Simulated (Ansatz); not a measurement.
# SiNi2: properties at the relaxed cell

An exercise on one series of results from a longer session: the logs are not shown, and one member is left open.

Computed with Ansatz 0.2.0 (DFT PBEsol, scalar-relativistic, plane waves, PAW, unless a step's input says otherwise).

1 further run of the same task is left out (set aside as unsound or not needed). Runs told in other sessions of the task aren't counted.

### Starting point

Symmetry: P6_3/mmc, No. 194, hexagonal system. The conventional cell has a = 3.868 Å, b = 3.868 Å, c = 4.917 Å, α = 90.00°, β = 90.00°, γ = 120.00°. Si (site symmetry -6m2) is surrounded by 11 Ni at 2.23 to 2.55 Å. Ni (site symmetry -3m) is surrounded by 8 Ni at 2.46 to 2.55 Å and 6 Si at 2.55 Å. Around Ni (site symmetry -6m2) lie 5 Si at 2.23 to 2.46 Å and 6 Ni at 2.55 Å.

As a file:

```
CELL_PARAMETERS angstrom
3.86846 0.00000 0.00000
-1.93423 3.35019 0.00000
0.00000 0.00000 4.91699
ATOMIC_POSITIONS crystal
Si 0.33333 0.66667 0.75000
Si 0.66667 0.33333 0.25000
Ni 0.00000 0.00000 0.00000
Ni 0.00000 0.00000 0.50000
Ni 0.33333 0.66667 0.25000
Ni 0.66667 0.33333 0.75000
```

This cell was relaxed beforehand with the same method: volume 10.62 Å³/atom, gap on the mesh none (metal).

The first run:

input.yaml

```yaml
crystal:
  lattice:
    - [3.8293855719, 0.0, 0.0]
    - [-1.914692786, 3.3163451862, 0.0]
    - [0.0, 0.0, 4.8673152879]
  atoms:
    - { symbol: Si, position: [0.3333333333, 0.6666666667, 0.75] }
    - { symbol: Si, position: [0.6666666667, 0.3333333333, 0.25] }
    - { symbol: Ni, position: [0.0, 0.0, 0.0] }
    - { symbol: Ni, position: [0.0, 0.0, 0.5] }
    - { symbol: Ni, position: [0.3333333333, 0.6666666667, 0.25] }
    - { symbol: Ni, position: [0.6666666667, 0.3333333333, 0.75] }
basis:
  ecutwfc: 420
kpoints:
  mp_grid: { grid: [12, 12, 8] }
hamiltonian:
  xc: pbesol
scf:
  occupations: { method: gaussian, width: 0.1 }
output:
  forces: true
  stress: true
  eigenvalues: true
relax:
  adjacent_minimum: "off"
  f_tol: 0.01
  max_steps: 30
  cell: { stress_tol: 0.1, fix: [volume] }
```

Run with:

```bash
$ ansatz run input.yaml --threads 2 --pin off --max-ram 5120MiB --backend cpu --events-out ev --progress --plain --runs-dir out
```

Among the steps run: Point at V/V0 = 0.97; Point at V/V0 = 1.03; The cell scaled to 0.94 of its volume; Volume × 1.06; The cell scaled to 0.91 of its volume; Point at V/V0 = 1.10; Point at V/V0 = 0.88.

One table of the session follows, with a row left open; its other results are not shown here.

It belongs to the step «Equation of state». 

```
volume (Å³/atom)  energy above the lowest point (meV/atom)  pressure (GPa)
           9.346                                     136.7           38.81
           9.665                                      72.1           26.50
           9.984                                      30.1           16.12
          10.302                                         ?               ?
          10.621                                       0.0           -0.01
          10.939                                       6.4           -6.23
          11.258                                      24.3          -11.47
          11.683                                      62.6          -17.16
```

Q: Estimate the row for volume (Å³/atom) = 10.302 from the others.

Worked estimate for «energy above the lowest point (meV/atom)». A straight line through the neighbours (9.984, 30.1) and (10.621, 0.0) gives 30.1 + (0.0 − 30.1) × (10.302 − 9.984) / (10.621 − 9.984) = 15.1; a parabola fitted to 4 rows on both sides gives 7.0.

As computed: energy above the lowest point (meV/atom): 7.1; pressure (GPa): 7.37. In «energy above the lowest point (meV/atom)» the line misses by +8.0 and the parabola by -0.1.

Limits of these values: Spin polarisation is off in the runs that give these values; a magnetic solution could lie lower.
